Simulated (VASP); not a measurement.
Here is a VASP 6.6.1 calculation.

File INCAR:

```
PREC = Accurate ; ENCUT = 600
EDIFF = 1E-7 ; ISMEAR = 1
SIGMA = 0.1 ; LREAL = False
LASPH = True ; NELM = 120
ALGO = Normal ; ISIF = 3
LWAVE = False ; LCHARG = False
GGA = CA ; IBRION = 2
NSW = 40 ; EDIFFG = -0.005
```

Contents of KPOINTS:

```
regular mesh
0
Gamma
  20 20 20
```

POSCAR

```
V
1.0
   -1.4750000000      1.4750000000      1.4750000000
    1.4750000000     -1.4750000000      1.4750000000
    1.4750000000      1.4750000000     -1.4750000000
V
1
Direct
    0.0000000000      0.0000000000      0.0000000000
```

Potentials or basis: VASP PAW LDA potentials, release 64 (V_sv).

Command:

```console
$ cat potpaw_LDA.64/V_sv/POTCAR > POTCAR
$ mpirun -np 1 vasp_std > vasp.out
```

**Question.** Estimate the relaxed volume.

**Answer.** 12.56 Å³/atom.

**Question.** Predict the relaxed cell.

**Answer.** a = 2.536 Å, b = 2.536 Å, c = 2.536 Å, α = 109.47°, β = 109.47°, γ = 109.47°.

Step by step:
| step | energy change (eV) | largest force (eV/Å) | pressure (GPa) | volume (Å³) |
| --- | --- | --- | --- | --- |
| 1 | 0.0000 | 0.0000 | -4.45 | 12.84 |
| 2 | 0.0036 | 0.0000 | 6.64 | 12.18 |
| 3 | -0.0039 | 0.0000 | -0.04 | 12.56 |
